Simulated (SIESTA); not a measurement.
Band structure of ZnTe (F-43m, 2 atoms in the cell).

```
ZnTe
1.0
    0.00000     3.03575     3.03575
    3.03575     0.00000     3.03575
    3.03575     3.03575     0.00000
Zn Te
1 1
Cartesian
  3.03575   3.03575   3.03575
  1.51788   1.51788   1.51788
```

Level of theory: GGA PBE, numerical atomic orbitals TZP, PseudoDojo PBE standard norm-conserving potentials (rewritten from UPF to PSML) run with SIESTA 5.4.2.

Settings: XC.functional = GGA; XC.authors = PBE; potentials = PseudoDojo PBE standard; PAO.BasisSize = TZP; PAO.EnergyShift = 0.01 Ry; MeshCutoff = 350 Ry; kgrid.MonkhorstPack = 6 6 6; OccupationFunction = FD; ElectronicTemperature = 10 K; MaxSCFIterations = 150; SCF.Mixer.Method = Pulay; SCF.Mixer.Weight = 0.25; SCF.Mixer.History = 6; SCF.DM.Tolerance = 1.0E-05.

The starting cell comes from a database of computed structures (which also holds hypothetical and non-ambient phases and stackings), without a prior relaxation at this level. Its lattice was rescaled by a random factor within 2.5 % of one. Spin-orbit coupling is off. Values carry the incompleteness of an atom-centred basis.

**Question.** Predict the gap along the standard path and the places of the band edges.

**Answer.** The gap along the path is 1.59 eV, direct at Γ to within 0.01 eV.

Levels in eV from the top of the valence band on the path, bands 15 to 19:
| point | 15 | 16 | 17 | 18 | 19 |
|---|---|---|---|---|---|
| Γ | -7.04 | 0.00 | 0.00 | 0.00 | 1.59 |
| X | -6.80 | -5.05 | -2.16 | -2.16 | 2.47 |
| W | -6.71 | -4.90 | -2.87 | -2.62 | 4.99 |
| K | -6.74 | -4.93 | -3.12 | -1.78 | 3.00 |
| L | -6.83 | -5.23 | -0.86 | -0.86 | 2.08 |
| U | -6.74 | -4.93 | -3.12 | -1.78 | 3.00 |

Higher empty bands are left out: an atom-centred basis made for the valence describes them poorly.
